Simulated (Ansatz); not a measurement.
# BP: the cost of one run

Method: DFT, plane waves, PAW, no spin polarisation, in Ansatz 0.2.0.

**1. The starting structure**

The cell holds 16 atoms (B8P8): a = 6.096 Å, b = 6.096 Å, c = 6.096 Å, α = 60.00°, β = 60.00°, γ = 60.00°.

Structure file:

```xyz
16
Lattice="0.0000 4.3108 4.3108 4.3108 0.0000 4.3108 4.3108 4.3108 0.0000" Properties=species:S:1:pos:R:3 pbc="T T T"
B     0.0000    0.0000    0.0000
P     2.1554    2.1554    2.1554
B     2.1554    2.1554    0.0000
P     4.3108    4.3108    2.1554
B     2.1554    0.0000    2.1554
P     4.3108    2.1554    4.3108
B     4.3108    2.1554    2.1554
P     6.4663    4.3108    4.3108
B     0.0000    2.1554    2.1554
P     2.1554    4.3108    4.3108
B     2.1554    4.3108    2.1554
P     4.3108    6.4663    4.3108
B     2.1554    2.1554    4.3108
P     4.3108    4.3108    6.4663
B     4.3108    4.3108    4.3108
P     6.4663    6.4663    6.4663
```

**2. Run 1: r2SCAN**

input.yaml reads:

```yaml
crystal:
  lattice:
    - [0.0, 4.3108489554, 4.3108489554]
    - [4.3108489554, 0.0, 4.3108489554]
    - [4.3108489554, 4.3108489554, 0.0]
  atoms:
    - { symbol: B, position: [0.0, 0.0, 0.0] }
    - { symbol: P, position: [0.25, 0.25, 0.25] }
    - { symbol: B, position: [0.0, 0.0, 0.5] }
    - { symbol: P, position: [0.25, 0.25, 0.75] }
    - { symbol: B, position: [0.0, 0.5, 0.0] }
    - { symbol: P, position: [0.25, 0.75, 0.25] }
    - { symbol: B, position: [0.0, 0.5, 0.5] }
    - { symbol: P, position: [0.25, 0.75, 0.75] }
    - { symbol: B, position: [0.5, 0.0, 0.0] }
    - { symbol: P, position: [0.75, 0.25, 0.25] }
    - { symbol: B, position: [0.5, 0.0, 0.5] }
    - { symbol: P, position: [0.75, 0.25, 0.75] }
    - { symbol: B, position: [0.5, 0.5, 0.0] }
    - { symbol: P, position: [0.75, 0.75, 0.25] }
    - { symbol: B, position: [0.5, 0.5, 0.5] }
    - { symbol: P, position: [0.75, 0.75, 0.75] }
kpoints:
  mp_grid: { grid: [4, 4, 4] }
hamiltonian:
  xc: r2scan
scf:
  occupations: { method: fermi_dirac, width: 0.052 }
md:
  ensemble: nvt_nose_hoover
  temperature: 600
  timestep: 2.0
  n_steps: 20
  initial_velocities: maxwell_boltzmann
  seed: 5513
```

Launch:

```sh
ansatz run input.yaml --threads 4 --pin off --max-ram 3686MiB --backend cpu --events-out ev --progress --plain --runs-dir out
```

Q: Estimate wall time and peak memory on 4 threads of Arm Neoverse N1, shared host.

About 5.6 min, with a peak of 1.1 GiB.
